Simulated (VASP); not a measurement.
# C in VASP: further runs

Aim: see how the results for C move with the level of theory and the settings. Levels: PBE+D3(BJ), r2SCAN, LDA, HSE06. Tasks: band structure.

All numbers are computed with VASP 6.6.1; they aren't measurements. Logs are shortened: lines on timing, memory, paths and dates and some standing lists are left out, and cuts for length are marked.

## (1) The structure

The cell holds a slab with vacuum, 2 atoms: a = 2.466 Å, b = 2.466 Å, c = 18.000 Å, α = 90.00°, β = 90.00°, γ = 120.00°.

The slab is cut from a database's or a generator's crystal, which needn't be the stable form of the element.

## (2) Band structure, PBE+D3(BJ)

INCAR

```
PREC = Accurate
ENCUT = 520
EDIFF = 1E-6
ISMEAR = 0
SIGMA = 0.03
LREAL = F
LASPH = T
NELM = 80
ALGO = Normal
ISIF = 2
LWAVE = F
LCHARG = F
LDIPOL = T
IDIPOL = 3
DIPOL = 0.5 0.5 0.500
GGA = PE
IVDW = 12
NBANDS = 11
LVHAR = T
LVACPOTAV = T
KPAR = 2
```

KPOINTS

```
regular mesh
0
Gamma
  15 15 1
```

POSCAR

```
C                                       
1.0
    2.4661062413      0.0000000000      0.0000000000
   -1.2330531207      2.1357106537      0.0000000000
    0.0000000000      0.0000000000     18.0000000000
  C             
     2
Direct
     0.0000000000000000    0.0000000000000000    0.5000000000000000
     0.6666666699999979    0.3333333400000029    0.5000000000000000
```

KPOINTS_OPT

```
explicit points
67
Reciprocal
 0.0000000000  0.0000000000  0.0000000000 1
 0.0357142900  0.0000000000  0.0000000000 1
 0.0714285700  0.0000000000  0.0000000000 1
 0.1071428600  0.0000000000  0.0000000000 1
 0.1428571400  0.0000000000  0.0000000000 1
 0.1785714300  0.0000000000  0.0000000000 1
 0.2142857100  0.0000000000  0.0000000000 1
 0.2500000000  0.0000000000  0.0000000000 1
 0.2857142900  0.0000000000  0.0000000000 1
 0.3214285700  0.0000000000  0.0000000000 1
 0.3571428600  0.0000000000  0.0000000000 1
 0.3928571400  0.0000000000  0.0000000000 1
 0.4285714300  0.0000000000  0.0000000000 1
 0.4642857100  0.0000000000  0.0000000000 1
 0.5000000000  0.0000000000  0.0000000000 1
 0.4791666700  0.0416666700  0.0000000000 1
 0.4583333300  0.0833333300  0.0000000000 1
 0.4375000000  0.1250000000  0.0000000000 1
 0.4166666700  0.1666666700  0.0000000000 1
 0.3958333300  0.2083333300  0.0000000000 1
 0.3750000000  0.2500000000  0.0000000000 1
 0.3541666700  0.2916666700  0.0000000000 1
 0.3333333300  0.3333333300  0.0000000000 1
 0.3137254900  0.3137254900  0.0000000000 1
 0.2941176500  0.2941176500  0.0000000000 1
 0.2745098000  0.2745098000  0.0000000000 1
 0.2549019600  0.2549019600  0.0000000000 1
 0.2352941200  0.2352941200  0.0000000000 1
 0.2156862700  0.2156862700  0.0000000000 1
 0.1960784300  0.1960784300  0.0000000000 1
 0.1764705900  0.1764705900  0.0000000000 1
 0.1568627500  0.1568627500  0.0000000000 1
 0.1372549000  0.1372549000  0.0000000000 1
 0.1176470600  0.1176470600  0.0000000000 1
 0.0980392200  0.0980392200  0.0000000000 1
 0.0784313700  0.0784313700  0.0000000000 1
 0.0588235300  0.0588235300  0.0000000000 1
 0.0392156900  0.0392156900  0.0000000000 1
 0.0196078400  0.0196078400  0.0000000000 1
 0.0000000000  0.0000000000  0.0000000000 1
 0.0000000000  0.0000000000  0.0000000000 1
 0.0047121800 -0.0023560900  0.0000000000 1
-0.0047121800  0.0023560900  0.0000000000 1
 0.0137438600 -0.0068719300  0.0000000000 1
-0.0137438600  0.0068719300  0.0000000000 1
 0.0000000000  0.0040808700  0.0000000000 1
-0.0000000000 -0.0040808700  0.0000000000 1
 0.0000000000  0.0119025300  0.0000000000 1
-0.0000000000 -0.0119025300  0.0000000000 1
 0.5000000000  0.0000000000  0.0000000000 1
 0.5047121800 -0.0023560900  0.0000000000 1
 0.4952878200  0.0023560900  0.0000000000 1
 0.5137438600 -0.0068719300  0.0000000000 1
 0.4862561400  0.0068719300  0.0000000000 1
 0.5000000000  0.0040808700  0.0000000000 1
 0.5000000000 -0.0040808700  0.0000000000 1
 0.5000000000  0.0119025300  0.0000000000 1
 0.5000000000 -0.0119025300  0.0000000000 1
 0.3333333300  0.3333333300  0.0000000000 1
 0.3380455100  0.3309772400  0.0000000000 1
 0.3286211500  0.3356894200  0.0000000000 1
 0.3470771900  0.3264614000  0.0000000000 1
 0.3195894700  0.3402052600  0.0000000000 1
 0.3333333300  0.3374142000  0.0000000000 1
 0.3333333300  0.3292524600  0.0000000000 1
 0.3333333300  0.3452358600  0.0000000000 1
 0.3333333300  0.3214308000  0.0000000000 1
```

Potentials or basis: VASP PAW PBE potentials, release 64 (C).

On the command line:

```sh
cat potpaw_PBE.64/C/POTCAR > POTCAR
mpirun -np 2 vasp_std > vasp.out
```

OUTCAR:

```text
PREC = Accurate
   ENCUT = 520
   EDIFF = 1E-6
   ISMEAR = 0
   LREAL = F
   LASPH = T
   NELM = 80
   ISIF = 2
   GGA = PE
   IVDW = 12
 IVDW          = 12

 ion  position               nearest neighbor table
   1  0.000  0.000  0.500-   2 1.42   2 1.42   2 1.42
   2  0.667  0.333  0.500-   1 1.42   1 1.42   1 1.42

  LATTYP: Found a hexagonal cell.
 ALAT       =     2.4661062413
 C/A-ratio  =     7.2989556162

  Lattice vectors:

 A1 = (   2.4661062413,   0.0000000000,   0.0000000000)
 A2 = (  -1.2330531207,   2.1357106537,   0.0000000000)
 A3 = (   0.0000000000,   0.0000000000,  18.0000000000)

Analysis of symmetry for initial positions (statically):
=====================================================================
 Subroutine PRICEL returns:
 Original cell was already a primitive cell.

 Routine SETGRP: Setting up the symmetry group for a
 hexagonal supercell.

 Subroutine GETGRP returns: Found 24 space group operations
 (whereof 12 operations were pure point group operations)
 out of a pool of 24 trial point group operations.

The static configuration has the point symmetry D_3h.
 The point group associated with its full space group is D_6h.

Analysis of symmetry for dynamics (positions and initial velocities):
=====================================================================
 Subroutine PRICEL returns:
 Original cell was already a primitive cell.

 Routine SETGRP: Setting up the symmetry group for a
 hexagonal supercell.

 Subroutine GETGRP returns: Found 24 space group operations
 (whereof 12 operations were pure point group operations)
 out of a pool of 24 trial point group operations.

The dynamic configuration has the point symmetry D_3h.
 The point group associated with its full space group is D_6h.

 Subroutine INISYM returns: Found 24 space group operations
 (whereof 12 operations are pure point group operations),
 and found     1 'primitive' translations

----------------------------------------------------------------------------------------

                                     Primitive cell

  volume of cell :      94.8040

  direct lattice vectors                    reciprocal lattice vectors
     2.466106241  0.000000000  0.000000000     0.405497534  0.234114111  0.000000000
    -1.233053121  2.135710654  0.000000000     0.000000000  0.468228221  0.000000000
     0.000000000  0.000000000 18.000000000     0.000000000  0.000000000  0.055555556

  length of vectors
     2.466106241  2.466106242 18.000000000     0.468228221  0.468228221  0.055555556

  position of ions in fractional coordinates (direct lattice)
     0.000000000  0.000000000  0.500000000
     0.666666670  0.333333340  0.500000000

  ion indices of the primitive-cell ions
   primitive index   ion index
                 1           1
                 2           2

----------------------------------------------------------------------------------------

 KPOINTS: regular mesh

Automatic generation of k-mesh.
 Grid dimensions read from file:
 generate k-points for:   15   15    1

 Generating k-lattice:

  Cartesian coordinates                     Fractional coordinates (reciprocal lattice)
     0.027033169  0.015607607  0.000000000     0.066666667  0.000000000  0.000000000
     0.000000000  0.031215215  0.000000000     0.000000000  0.066666667  0.000000000
     0.000000000  0.000000000  0.055555556     0.000000000  0.000000000  1.000000000

  Length of vectors
     0.031215215  0.031215215  0.055555556

  Shift w.r.t. Gamma in fractional coordinates (k-lattice)
     0.000000000  0.000000000  0.000000000

 Subroutine IBZKPT returns following result:
 ===========================================

 Found     27 irreducible k-points:

 Following reciprocal coordinates:
            Coordinates               Weight
  0.000000  0.000000  0.000000      1.000000
  0.066667  0.000000  0.000000      6.000000
  0.133333  0.000000  0.000000      6.000000
  0.200000  0.000000  0.000000      6.000000
  0.266667  0.000000  0.000000      6.000000
  0.333333  0.000000  0.000000      6.000000
[... 16 lines left out ...]
  0.333333  0.200000  0.000000     12.000000
  0.400000  0.200000  0.000000      6.000000
 [... further k-points ...]
   k-points           NKPTS =     27   k-points in BZ     NKDIM =     27   number of bands    NBANDS=     11
   number of dos      NEDOS =    301   number of ions     NIONS =      2
   total plane-waves  NPLWV =  45360
   dimension x,y,z NGX =    18 NGY =   18 NGZ =  140
   dimension x,y,z NGXF=    36 NGYF=   36 NGZF=  280
   ions per type =               2
   NGX,Y,Z   is equivalent  to a cutoff of  12.13, 12.13, 12.93 a.u.
   NGXF,Y,Z  is equivalent  to a cutoff of  24.27, 24.27, 25.86 a.u.
 SYSTEM =  unknown system
   PREC   = accura    normal or accurate (medium, high low for compatibility)
   ISTART =      0    job   : 0-new  1-cont  2-samecut
   ICHARG =      2    charge: 1-file 2-atom 10-const
   ISPIN  =      1    spin polarized calculation?
   LNONCOLLINEAR =      F non collinear calculations
   LSORBIT =      F    spin-orbit coupling
   LASPH  =      T    aspherical Exc in radial PAW
   ENCUT  =  520.0 eV  38.22 Ry    6.18 a.u.   4.59  4.59 33.47*2*pi/ulx,y,z
   NELM   =     80;   NELMIN=  2; NELMDL= -5     # of ELM steps
   EDIFF  = 0.1E-05   stopping-criterion for ELM
   LREAL  =      F    real-space projection
   EDIFFG = 0.1E-04   stopping-criterion for IOM
   NSW    =      0    number of steps for IOM
   IBRION =     -1    ionic relax: 0-MD 1-quasi-New 2-CG
   NFREE  =      0    steps in history (QN), initial steepest desc. (CG)
   ISIF   =      2    stress and relaxation
   ISYM   =      2    0-nonsym 1-usesym 2-fastsym
   POTIM  = 0.5000    time-step for ionic-motion
   TEBEG  =    0.0;   TEEND  =   0.0 temperature during run
   PSTRESS=    0.0 pullay stress
   NELECT =       8.0000    total number of electrons
   NUPDOWN=      -1.0000    fix difference up-down
   EMIN   =  10.00;   EMAX   =-10.00  energy-range for DOS
   EFERMI =   0.00;   METHOD = LEGACY
   ISMEAR =     0;   SIGMA  =   0.03  broadening in eV -4-tet -1-fermi 0-gaus
   EFERMI_NEDOS =   21; number of points for ismear=-14 and -15
   IALGO  =     38    algorithm
   IMIX   =      4    mixing-type and parameters
     AMIX     =   0.40;   BMIX     =  1.00
     AMIX_MAG =   1.60;   BMIX_MAG =  1.00
  volume/ion in A,a.u.               =      47.40       319.88
  Fermi-wavevector in a.u.,A,eV,Ry     =   0.718063  1.356942  7.015362  0.515615
  Thomas-Fermi vector in A             =   1.806904
   LORBIT       =      0    0 simple, 1 ext, 2 COOP (PROOUT), +10 PAW based schemes
   GGA     = PE    functional components
   LHFCALC =     F    Hartree Fock is set to
   AEXX    =    0.0000 exact exchange contribution
   IVDW    =    12    specifies the selected vdW correction
   LEPSILON=     F    determine dielectric tensor
   LRPA    =     F    only Hartree local field effects (RPA)
 non-spin polarized calculation
 Gauss-broadening in eV      SIGMA  =   0.03
  energy-cutoff  :      520.00
  volume of cell :       94.80
 maximum number of plane-waves:      2592
   NGX =  9   NGY =  9   NGZ = 67

 number of electron       7.9999997 magnetization

 dipolmoment           0.000000      0.000000      0.000000 electrons x Angstroem

 Free energy of the ion-electron system (eV)
  ---------------------------------------------------
  ext. energy  EPLUGINS =         0.00000000
  ---------------------------------------------------
  free energy    TOTEN  =       -18.44829829 eV

  energy without entropy =      -18.44799739  energy(sigma->0) =      -18.44814784

 E-fermi :  -2.5763     XC(G=0):  -2.3965

 val. band max:       -2.5763196310   @ k =   0.3333   0.3333   0.0000
 cond. band min:      -2.5763193593   @ k =   0.3333   0.3333   0.0000
 fundamental gap:      0.0000002716
 Fermi energy:        -2.5763194952

 k-point     1 :       0.0000    0.0000    0.0000
  band No.  band energies     occupation
      1     -22.0977      2.00000
      2     -10.1926      2.00000
      3      -5.6225      2.00000
      4      -5.6225      2.00000
      5       0.6838      0.00000
      6       1.5055      0.00000
      7       1.9184      0.00000
      8       3.1158      0.00000
      9       3.6610      0.00000
     10       5.7282      0.00000
     11       5.7282      0.00000

 k-point     2 :       0.0667    0.0000    0.0000
  band No.  band energies     occupation
      1     -21.9927      2.00000
      2     -10.0672      2.00000
      3      -6.0468      2.00000
      4      -5.8445      2.00000
      5       0.8263      0.00000
      6       1.6498      0.00000
      7       2.0642      0.00000
      8       3.2601      0.00000
      9       3.8044      0.00000
     10       5.7759      0.00000
     11       6.1787      0.00000

 k-point     3 :       0.1333    0.0000    0.0000
  band No.  band energies     occupation
      1     -21.6784      2.00000
      2      -9.6931      2.00000
      3      -7.1740      2.00000
      4      -6.4070      2.00000
      5       1.2539      0.00000
      6       2.0819      0.00000
      7       2.5019      0.00000
      8       3.6924      0.00000
      9       4.2345      0.00000
     10       5.7922      0.00000
     11       6.3417      0.00000
[... 267 lines left out ...]
 k-point    23 :       0.3333    0.2000    0.0000
  band No.  band energies     occupation
      1     -17.1759      2.00000
      2     -14.2252      2.00000
      3     -11.2890      2.00000
      4      -4.7253      2.00000
      5      -0.5415      0.00000
      6       7.5752      0.00000
      7       8.1166      0.00000
      8       8.3101      0.00000
      9       9.0627      0.00000
     10       9.6008      0.00000
     11      10.6549      0.00000

 k-point    24 :       0.4000    0.2000    0.0000
  band No.  band energies     occupation
      1     -16.2502      2.00000
      2     -15.2600      2.00000
      3     -11.4217      2.00000
      4      -4.0774      2.00000
      5      -1.2781      0.00000
      6       8.2284      0.00000
      7       8.7479      0.00000
      8       9.3254      0.00000
      9       9.5536      0.00000
     10      10.5750      0.00000
     11      11.0733      0.00000

 [... further k-points ...]

------------------------ aborting loop because EDIFF is reached ----------------------------------------

 Edisp (eV)   -0.17727

 E8    (eV) :    -0.0554

  FORCE on cell =-STRESS in cart. coord.  units (eV):
  Direction    XX          YY          ZZ          XY          YZ          ZX
  --------------------------------------------------------------------------------------
  -------------------------------------------------------------------------------------
  Total       0.05821     0.05821    -0.01153    -0.00000    -0.00000    -0.00000
  in kB       0.98382     0.98382    -0.19488    -0.00000    -0.00000    -0.00000
  external pressure =        0.59 kB  Pullay stress =        0.00 kB

 VOLUME and BASIS-vectors are now :
 -----------------------------------------------------------------------------
  energy-cutoff  :      520.00
  volume of cell :       94.80
      direct lattice vectors                 reciprocal lattice vectors
     2.466106241  0.000000000  0.000000000     0.405497534  0.234114111  0.000000000
    -1.233053121  2.135710654  0.000000000     0.000000000  0.468228221  0.000000000
     0.000000000  0.000000000 18.000000000     0.000000000  0.000000000  0.055555556

 POSITION                                       TOTAL-FORCE (eV/Angst)
 -----------------------------------------------------------------------------------
      0.00000      0.00000      9.00000         0.000000      0.000000      0.000000
      1.23305      0.71190      9.00000        -0.000000     -0.000000      0.000000
 -----------------------------------------------------------------------------------
    total drift:                               -0.000000     -0.000003     -0.000000

  FREE ENERGIE OF THE ION-ELECTRON SYSTEM (eV)
  ---------------------------------------------------
  free  energy   TOTEN  =       -18.6255682452 eV

  energy  without entropy=      -18.6252673441  energy(sigma->0) =      -18.62541779

 vacuum level on the upper side and lower side of the slab         1.669         1.669
```

Wall time 23 s (2 MPI ranks of Intel Xeon Platinum 8488C (Sapphire Rapids), shared host); peak memory 0.21 GiB.

Results:

| Property | Result |
| --- | --- |
| Free energy | -18.6256 eV |
| Band gap along the path | none (metal or under the smearing width) |
| Dispersion energy per atom | -0.089 eV |
| Work function of the upper face | 4.25 eV |
| Work function of the lower face | 4.25 eV |

Levels at points of the mesh, in eV from the Fermi level:
```tsv
k point	band 2	band 3	band 4	band 5	band 6	band 7
(0.00, 0.00, 0.00)	-7.62	-3.05	-3.05	3.26	4.08	4.49
```

## (3) Band structure, r2SCAN

Changes to INCAR since step 2:

```diff
@@ -15,4 +15,4 @@
 DIPOL = 0.5 0.5 0.500
-GGA = PE
-IVDW = 12
+METAGGA = R2SCAN
+LMIXTAU = T
 NBANDS = 11
```

KPOINTS is that of step 2.

POSCAR is that of step 2.

KPOINTS_OPT is that of step 2.

Potentials or basis: VASP PAW PBE potentials, release 64 (C).

On the command line:

```sh
cat potpaw_PBE.64/C/POTCAR > POTCAR
mpirun -np 2 vasp_std > vasp.out
```

OUTCAR:

```text
PREC = Accurate
   ENCUT = 520
   EDIFF = 1E-6
   ISMEAR = 0
   LREAL = F
   LASPH = T
   NELM = 80
   ISIF = 2
   METAGGA = R2SCAN

 ion  position               nearest neighbor table
   1  0.000  0.000  0.500-   2 1.42   2 1.42   2 1.42
   2  0.667  0.333  0.500-   1 1.42   1 1.42   1 1.42

  LATTYP: Found a hexagonal cell.
 ALAT       =     2.4661062413
 C/A-ratio  =     7.2989556162

  Lattice vectors:

 A1 = (   2.4661062413,   0.0000000000,   0.0000000000)
 A2 = (  -1.2330531207,   2.1357106537,   0.0000000000)
[... 519 lines left out ...]
      8       9.8637      0.00000
      9      10.0309      0.00000
     10      11.1588      0.00000
     11      11.1790      0.00000

 [... further k-points ...]
[... 5 lines left out ...]
  --------------------------------------------------------------------------------------
  -------------------------------------------------------------------------------------
  Total       -0.4631779     -0.4631779     -0.0115943      0.0000000      0.0000000      0.0000000
  in kB       -7.8276560     -7.8276560     -0.1959420      0.0000000      0.0000000      0.0000000
  external PRESSURE =      -5.2837513 kB  Pullay stress =       0.0000000 kB

 VOLUME and BASIS-vectors are now :
 -----------------------------------------------------------------------------
  energy-cutoff  :      520.00
  volume of cell :       94.80
      direct lattice vectors                 reciprocal lattice vectors
     2.466106241  0.000000000  0.000000000     0.405497534  0.234114111  0.000000000
    -1.233053121  2.135710654  0.000000000     0.000000000  0.468228221  0.000000000
     0.000000000  0.000000000 18.000000000     0.000000000  0.000000000  0.055555556

 POSITION                                       TOTAL-FORCE (eV/Angst)
 -----------------------------------------------------------------------------------
      0.00000      0.00000      9.00000        -0.000000      0.000000      0.000000
      1.23305      0.71190      9.00000         0.000000      0.000000      0.000000
 -----------------------------------------------------------------------------------
    total drift:                                0.000000     -0.000003      0.000000

  FREE ENERGIE OF THE ION-ELECTRON SYSTEM (eV)
  ---------------------------------------------------
  free  energy   TOTEN  =       -19.8382062424 eV

  energy  without entropy=      -19.8379053412  energy(sigma->0) =      -19.83805579

 vacuum level on the upper side and lower side of the slab         1.674         1.674
```

stdout:

```text
POSCAR found type information on POSCAR C
 POSCAR found :  1 types and       2 ions
 scaLAPACK will be used
 -----------------------------------------------------------------------------
|                                                                             |
|                                                                             |
[... 23 lines left out ...]
|     in the dimension of the dipole correction to obtain accurate            |
|     workfunction values.                                                    |
|                                                                             |
 -----------------------------------------------------------------------------

 Start KPOINTS_OPT (optional k-point list driver)
k-point batch [1-27\67]
k-point batch [28-54\67]
k-point batch [55-67\67]
```

Run time: 1.9 min. Hardware: 2 MPI ranks of Intel Xeon Platinum 8488C (Sapphire Rapids), shared host; peak memory 0.23 GiB.

What came out:

* Free energy: -19.8382 eV
* Band gap along the path: none (metal or under the smearing width)
* Work function of the upper face: 4.30 eV
* Work function of the lower face: 4.30 eV

Caveat: the PAW data sets were made with another functional, which shifts forces and pressure a little.

(Continued in part 2 of 2.)
